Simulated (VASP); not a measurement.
The system is BN.

```
CELL_PARAMETERS angstrom
1.25112 0.72234 3.37293
-1.25112 0.72234 3.37293
0.00000 -1.44467 3.37293
ATOMIC_POSITIONS crystal
N 0.66724 0.66724 0.66724
B 0.00033 0.00033 0.00033
```

The cell is a database's computed one.

| Quantity | Value |
| --- | --- |
| Program | VASP 6.6.1 |
| Task | relaxation of cell and atoms |
| Functional | optB86b-vdW |
| Potentials or basis | VASP PAW PBE potentials, release 64 (N, B) |
| Cutoff | 600 eV |
| k mesh | 12 × 12 × 12 |
| Occupations | fermi-dirac, width 0.05 eV |
| Spin | no spin polarisation |

At the start: pressure 2.2 GPa; volume 9.14 Å³/atom.

**Question.** How do energy, volume and symmetry change on relaxing?

**Answer.** Over 13 steps the energy falls by 3.2 meV/atom and the volume is 8.77 Å³/atom (-4.1 %); space group R3m (No. 160, to 0.05 Å).

Step by step:
```tsv
step	energy change (eV)	largest force (eV/Å)	pressure (GPa)	volume (Å³)
1	0.0000	0.0013	2.23	18.29
2	0.0040	0.0038	-5.44	18.63
3	-0.0020	0.0005	-0.65	18.41
4	-0.0026	0.0015	-0.61	18.34
5	-0.0042	0.0050	-0.53	18.14
6	-0.0061	0.0137	-0.25	17.73
7	-0.0030	0.0413	0.58	16.90
8	-0.0063	0.0178	-0.13	17.58
9	-0.0063	0.0187	-0.10	17.54
10	-0.0061	0.0453	0.76	17.49
11	-0.0063	0.0054	0.07	17.53
12	-0.0063	0.0213	-0.29	17.55
13	-0.0064	0.0000	0.00	17.54
```

Final structure:
```yaml
crystal:
  lattice:
    - [1.25592, 0.72511, 3.20922]
    - [-1.25592, 0.72511, 3.20922]
    - [0.00000, -1.45021, 3.20922]
  atoms:
    - { symbol: N, position: [0.66734, 0.66734, 0.66734] }
    - { symbol: B, position: [0.00023, 0.00023, 0.00023] }
```

Caveat: the PAW data sets were made with another functional, which shifts forces and pressure a little.
